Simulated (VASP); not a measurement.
Input of a VASP 6.6.1 run:

File INCAR:

```
SYSTEM = Rh
PREC = Accurate
ENCUT = 520
EDIFF = 1E-7
ISMEAR = 1
SIGMA = 0.1
LREAL = .False.
LASPH = .True.
NELM = 100
ALGO = Normal
ISIF = 2
LWAVE = .False.
LCHARG = .False.
METAGGA = R2SCAN
LMIXTAU = .True.
KPAR = 2
```

KPOINTS

```
regular mesh
0
Gamma
  20 20 6
  0 0 0
```

The input POSCAR:

```
Rh                                      
1.0
    2.6901735700      0.0000000000      0.0000000000
   -1.3450867900      2.3297586800      0.0000000000
    0.0000000000      0.0000000000     13.1848700353
  Rh            
     6
Direct
     0.0000000000000000    0.0000000000000000    0.0000000000000000
     0.3333330000000032    0.6666669999999968    0.1666667200000020
     0.6666669999999968    0.3333330000000032    0.3333334399999970
     0.0000000000000000    0.0000000000000000    0.5000001499999982
     0.3333330000000032    0.6666669999999968    0.6666668700000002
     0.6666669999999968    0.3333330000000032    0.8333335900000023
```

Potentials or basis: VASP PAW PBE potentials, release 64 (Rh_pv).

Launch:

```sh
$ cat potpaw_PBE.64/Rh_pv/POTCAR > POTCAR
$ mpirun -np 2 vasp_std > vasp.out
```

Estimate the band gap on the k mesh.

none (metal or under the smearing width).

Predict the pressure.

0.0 GPa.

Caveat: the PAW data sets were made with another functional, which shifts forces and pressure a little.
